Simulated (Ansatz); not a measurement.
# TiSe: the cost of one run

Program: Ansatz 0.2.0. Level of theory: DFT PBE, scalar-relativistic, plane waves, PAW. These are calculated values, not measurements.

## Step 1: The system as given

It takes space group Pm-3m (No. 221, cubic). Conventional cell: a = 3.297 Å, b = 3.297 Å, c = 3.297 Å, α = 90.00°, β = 90.00°, γ = 90.00°. Ti (site symmetry m-3m) is surrounded by 8 Se at 2.85 Å. Se (site symmetry m-3m) is surrounded by 8 Ti at 2.85 Å.

Coordinates:

```cif
data_structure
_symmetry_space_group_name_H-M 'Pm-3m'
_symmetry_Int_Tables_number 221
_cell_length_a 3.2966
_cell_length_b 3.2966
_cell_length_c 3.2966
_cell_angle_alpha 90.000
_cell_angle_beta 90.000
_cell_angle_gamma 90.000
_cell_volume 35.83
loop_
_atom_site_label
_atom_site_type_symbol
_atom_site_symmetry_multiplicity
_atom_site_Wyckoff_symbol
_atom_site_fract_x
_atom_site_fract_y
_atom_site_fract_z
_atom_site_occupancy
Ti1 Ti 1 a 0.00000 0.00000 0.00000 1
Se1 Se 1 b 0.50000 0.50000 0.50000 1
```

The cell is invented: random cell by space group and Wyckoff sites (Pm-3m, No. 221). The dimensions are guesses.

## Step 2: The guess as it stands, on a coarse mesh

input.yaml reads:

```yaml
crystal:
  lattice:
    - [3.29659578, 0.0, 0.0]
    - [0.0, 3.29659578, 0.0]
    - [0.0, 0.0, 3.29659578]
  atoms:
    - { symbol: Ti, position: [0.0, 0.0, 0.0], spin: 1.0 }
    - { symbol: Se, position: [0.5, 0.5, 0.5] }
basis:
  ecutwfc: 420
kpoints:
  mp_grid: { grid: [6, 6, 6] }
hamiltonian:
  xc: pbe
scf:
  occupations: { method: gaussian, width: 0.1 }
  lower_state_search: "off"
output:
  forces: true
  stress: true
  eigenvalues: true
  populations: true
magnetization:
  spin_polarized: true
```

Run with:

```console
$ ansatz run input.yaml --threads 1 --pin off --max-ram 2048MiB --backend cpu --events-out ev --progress --plain --runs-dir out
```

What time and memory should one allow on 1 thread of Arm Neoverse V1, shared host?

About 4.2 s, with a peak of 0.29 GiB.
